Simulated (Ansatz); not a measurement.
PtSb and the effect of the Hubbard U on Pt d

Symmetry: P6_3/mmc, No. 194, hexagonal system. Conventional cell: a = 4.120 Å, b = 4.120 Å, c = 5.470 Å, α = 90.00°, β = 90.00°, γ = 120.00°. Pt (site symmetry -3m) has 2 Pt at 2.73 Å and 6 Sb at 2.74 Å as nearest neighbours. Sb (site symmetry -6m2) is surrounded by 6 Pt at 2.74 Å.

Kept alike: task projected density of states; functional PBEsol; k mesh 8 × 8 × 5; occupations fermi-dirac, width 0.05 eV; no spin polarisation. Program: Ansatz, Ansatz PAW, cutoff 420 eV. The mesh is that of the run's cell of 4 atoms. No spin-orbit coupling.

| Hubbard U on Pt d, U (eV) | pressure (GPa) |
| --- | --- |
| 0 | 3.63 |
| 1 | 3.62 |
| 2 | 3.68 |
| 3 | 3.81 |
| 4 | 3.99 |
| 5 | 4.24 |
| 6 | 4.56 |
| 8 | 5.33 |

Pressure is positive in compression, with a Pulay correction for the finite cutoff. U acts here on a shell without spin polarisation. For a metal such a mesh leaves the last digits unconverged. How U acts hangs on the program's projectors. All rows use potentials made for PBE. U is the effective U - J on orthogonalised atomic projectors. Double counting: fully localised limit (the default).

Q: What does the Hubbard U on Pt d change here?

A: The pressure runs from 3.62 (1) to 5.33 GPa (8).
